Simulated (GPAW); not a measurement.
## 1 ML Co on Nb(001), 1 substrate layers: exchange couplings by hand from total energies

Can a spin model with one coupling foretell the energy of a further order of 1 ML Co on Nb(001), 1 substrate layers?

Method: LDA; plane waves with GPAW's PAW setups, scalar-relativistic, in GPAW 26.7.0.

### Step 1. Starting point

The cell holds 2 atoms: 1 Nb and 1 Co. Cell: a = 3.328 Å, b = 3.328 Å, c = 15.305 Å, α = 90.0°, β = 90.0°, γ = 90.0°. pseudomorphic film on the substrate's lattice, hard-sphere layer spacings, unrelaxed, 14 A of vacuum. Vacuum lies along c.

### Step 2. The parallel order

All energies count from this run.

order1.py

```python
import json
import numpy as np
from ase import Atoms
from ase.parallel import paropen, parprint
from gpaw import GPAW

atoms = Atoms(['Nb', 'Co'],
    cell=[[3.3279, 0.0, 0.0],
         [0.0, 3.3279, 0.0],
         [0.0, 0.0, 15.305429]],
    scaled_positions=[[0.0, 0.0, 0.457354],
         [0.5, 0.5, 0.542646]],
    pbc=True,
    magmoms=[0.0, 2.0])
atoms.calc = GPAW(mode={'name': 'pw', 'ecut': 550},
    xc='LDA',
    kpts={'size': (8, 8, 1), 'gamma': True},
    occupations={'name': 'fermi-dirac', 'width': 0.05},
    convergence={'density': 1e-05, 'energy': 1e-05},
    maxiter=200,
    symmetry={'tolerance': 1e-4},
    txt='order1.txt')
e = atoms.get_potential_energy(force_consistent=True)
res = {'free_energy': e, 'energy_sigma0': atoms.get_potential_energy(), 'fermi_energy': atoms.calc.get_fermi_level()}
res['moments'] = atoms.get_magnetic_moments().tolist()
res['total'] = atoms.get_magnetic_moment()
parprint('site moments (muB):', np.round(res['moments'], 3))
parprint(f"total moment: {res['total']:.3f} muB")
parprint(f'free energy: {e:.6f} eV')
atoms.calc.write('order1.gpw')
n = atoms.calc.get_pseudo_density()
up, down = (atoms.calc.get_pseudo_density(spin=i) for i in (0, 1))
np.savez('grids.npz', density=n, spin=up - down)
with paropen('results.json', 'w') as f:
    json.dump(res, f)
```

The run is started by

```bash
$ OMP_NUM_THREADS=1 mpirun -n 2 gpaw python order1.py > order1.log
```

The program printed:

```text
site moments (muB): [0.321 1.196]
total moment: 1.919 muB
free energy: -16.156791 eV

--- order1.txt ---
Input parameters:
  mode=PW(ecut=550),
  convergence={'density': 1e-05, 'energy': 1e-05},
  kpts=MonkhorstPack(size=(8, 8, 1), gamma=True),
  maxiter=200,
  occupations=Occupations(name='fermi-dirac', width=0.05),
  symmetry=Symmetry(tolerance=0.0001),
  xc=XC(name='LDA')

Diagonalizing LCAO Hamiltonian
[...]
|          6 |        -4.246 |     1.000 |        -3.547 |     1.000 |
|          7 |        -3.325 |     1.000 |        -2.501 |     1.000 |
[...]
|         15 |         0.612 |     0.000 |         0.904 |     0.000 |
|         16 |         1.773 |     0.000 |         2.015 |     0.000 |
|         17 |         2.792 |     0.000 |         2.957 |     0.000 |
|         18 |         3.304 |     0.000 |         3.411 |     0.000 |

No gap
No difference between direct/indirect transitions

[key lines of the parts left out:]
Free energy:     -16.156791
Converged in 23 steps
dipole moment: (-12.204772, -12.204772, -0.047499)  # |e|*Ang
Fermi level: -1.744
```

It took 60 s on 2 MPI ranks of Intel Xeon Platinum 8259CL at 2.50GHz (Skylake/Cascade Lake), shared host; peak memory 0.52 GiB.

Spin moment in the augmentation sphere by atom:

| atom | spin moment in the augmentation sphere (μB) |
| --- | --- |
| Nb1 | 0.32 |
| Co2 | 1.20 |

Read from the output:

| Item | Value |
| --- | --- |
| magnetization | 1.919 μB |
| final state | ferromagnetic |

After 23 cycles the largest moment stands at 1.20 μB.

### Step 3. The orders used for the fit

The other orders were run with the same settings, on meshes that hold the same points. Free energies (smearing 0.05 eV, its entropy term included) are divided by the number of Co atoms; q is in fractions of the reciprocal vectors of the first run's cell.

```csv
order,atoms,mesh,free energy (eV),eV per Co,largest moment (μB)
F +,2,8×8×1,-16.1568,-16.1568,1.20
"AF q=(1/2,1/2,0) +-",4,4×8×1,-32.3904,-16.1952,1.38
```

### Step 4. Counting neighbours

With E = −Σ J e_i·e_j over ordered pairs of unit vectors, turning a neighbour from parallel to opposed costs 2J a Co atom. So an order lies 2 Σ n J over the parallel one, n being the opposed neighbours in each shell.

```
shell  distance (Å)  neighbours  opposed in AF q=(1/2,1/2,0) +-  opposed in AF q=(0,1/2,0) +-
   J1          3.33           4                               4                             2
   J2          4.71           4                               0                             4
```

Only J1 is kept.

### Step 5. Solving

```
2 × 4 × J1 = -38.40 meV    (AF q=(1/2,1/2,0) +-)
J1 = -4.80 meV
```

### Step 6. The test

The couplings now give the orders that were left out:

```
2 × 2 × (-4.80) = -19.20 meV    (AF q=(0,1/2,0) +-)
```

The runs themselves:

```csv
order,atoms,mesh,free energy (eV),eV per Co,largest moment (μB),over the parallel order (meV),foretold (meV)
"AF q=(0,1/2,0) +-",4,8×4×1,-32.3698,-16.1849,1.40,-28.09,-19.20
```

### Step 7. One more shell

The miss asks for the next shell, which takes one more order into the fit and leaves none for a test.

```
2 × 4 × J1 = -38.40 meV    (AF q=(1/2,1/2,0) +-)
2 × 2 × J1 + 2 × 4 × J2 = -28.09 meV    (AF q=(0,1/2,0) +-)
J1 = -4.80 meV
J2 = -1.11 meV
```

### Step 8. Summary of results

```yaml
j1_co_co_at_3p33_a: -4.8 meV
largest_miss_on_the_orders_left_out: 8.9 meV
j1_with_2_shells: -4.8 meV
j2_with_2_shells: -1.11 meV
```

In words: The model misses the order left out by 8.9 meV, 23 % of the span of the orders, so it holds only roughly. With the next shell added the couplings are J1 = -4.80 and J2 = -1.11 meV, untested. The first dropped shell that the test feels is J2 at 4.71 Å. The site moments spread by 15 % over the orders, so moments are not rigid and part of the miss lies outside a spin model. In a metal couplings reach far, and the mesh was not tested. The couplings are effective ones: further shells with opposed neighbours are folded into them or show in the miss. No mean-field temperature is given: it needs a model that holds, an unfrustrated order and couplings in all three dimensions.

[Logs and program files are shortened in this print: banners, set-up blocks, solver, clock and traceback lines can be left out without a mark of their own.]

[Logs are printed without paths, hosts, clocks, repeated set-up lines and the standing remarks that a program may print on its own settings, such as how far it seeks lower states.]

[Hosts, paths, dates, database ids (printed as entryN), source tags and the programs' standing remarks are cut or masked in the printed files.]

[Where a cell is said to come from a database of computed structures, the database is the Materials Project.]
